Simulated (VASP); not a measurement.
A run of VASP 6.6.1 is set up as follows.

Contents of INCAR:

```
SYSTEM = Ho
ALGO = Normal
EDIFF = 1E-6
ENCUT = 520
GGA = PE
ISIF = 2
ISMEAR = -1
ISPIN = 2
LASPH = .TRUE.
LCHARG = .FALSE.
LMAXMIX = 6
LORBIT = 11
LREAL = .FALSE.
LWAVE = .FALSE.
MAGMOM = 5.5
NBANDS = 20
NELM = 120
PREC = Accurate
SIGMA = 0.05
```

KPOINTS

```
k-points
0
G
  9 9 9
  0 0 0
```

POSCAR

```
Ho
1.0
   -1.9905175072      1.9905175072      1.9905175072
    1.9905175072     -1.9905175072      1.9905175072
    1.9905175072      1.9905175072     -1.9905175072
Ho
1
Direct
    0.0000000000      0.0000000000      0.0000000000
```

Potentials or basis: VASP PAW PBE potentials, release 64 (Ho).

Run with:

```sh
$ cat potpaw_PBE.64/Ho/POTCAR > POTCAR
$ mpirun -np 1 vasp_std > vasp.out
```

(1) Estimate the net moment.

(2) What does it give for the pressure?

(3) What does it give for the band gap on the k mesh?

(4) What does it give for the site moments?

Answers

(1) 3.31 μB per cell.

(2) 0.5 GPa.

(3) none (metal or under the smearing width).

(4) Ho +3.40 μB.

Caveat: the magnetic or orbital state may not be the lowest; spin-orbit coupling is left out, which moves the levels of the heavy elements.
